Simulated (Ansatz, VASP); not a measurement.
**Mo in VASP and in Ansatz**

The input INCAR:

```
PREC = Accurate ; ENCUT = 520
EDIFF = 1E-6 ; ISMEAR = 0
SIGMA = 0.1 ; LREAL = False
LASPH = True ; NELM = 60
ALGO = Normal ; ISIF = 2
LWAVE = False ; LCHARG = False
GGA = PE ; NBANDS = 13
```

KPOINTS

```
Automatic mesh
0
Gamma
  8 8 8
```

File POSCAR:

```
Mo
1.0
   -1.5710000000      1.5710000000      1.5710000000
    1.5710000000     -1.5710000000      1.5710000000
    1.5710000000      1.5710000000     -1.5710000000
Mo
1
Direct
    0.0000000000      0.0000000000      0.0000000000
```

Input for Ansatz:

```yaml
crystal:
  lattice:
    - [-1.571, 1.571, 1.571]
    - [1.571, -1.571, 1.571]
    - [1.571, 1.571, -1.571]
  atoms:
    - { symbol: Mo, position: [0.0, 0.0, 0.0] }
basis:
  ecutwfc: 420
kpoints:
  mp_grid: { grid: [8, 8, 8] }
hamiltonian:
  xc: pbe
scf:
  occupations: { method: gaussian, width: 0.1 }
output:
  forces: true
  stress: true
  eigenvalues: true
```

Alike in both runs: task single point; functional PBE; k mesh 8 × 8 × 8; occupations gaussian, width 0.1 eV; no spin polarisation.

|  | VASP | Ansatz |
| --- | --- | --- |
| version | VASP 6.6.1 | Ansatz 0.2.0 |
| potentials or method | VASP PAW PBE potentials, release 64 (Mo_sv) | scalar-relativistic, plane waves, PAW |
| plane-wave cutoff (eV) | 520 | 420 |
| valence electrons in the cell | 14 | 14 |

Ansatz gave:

```
gap on the k mesh at the Fermi level (eV) : none
pressure (GPa)                            : 5.4
```

**Question.** Which values does VASP return?

**Answer.** gap on the k mesh at the Fermi level (eV): none; pressure (GPa): 5.9.

A gap of «none» marks a metal or a gap that the smearing closes. The functional is the same, so the differences come from potentials, cutoffs and numerics.
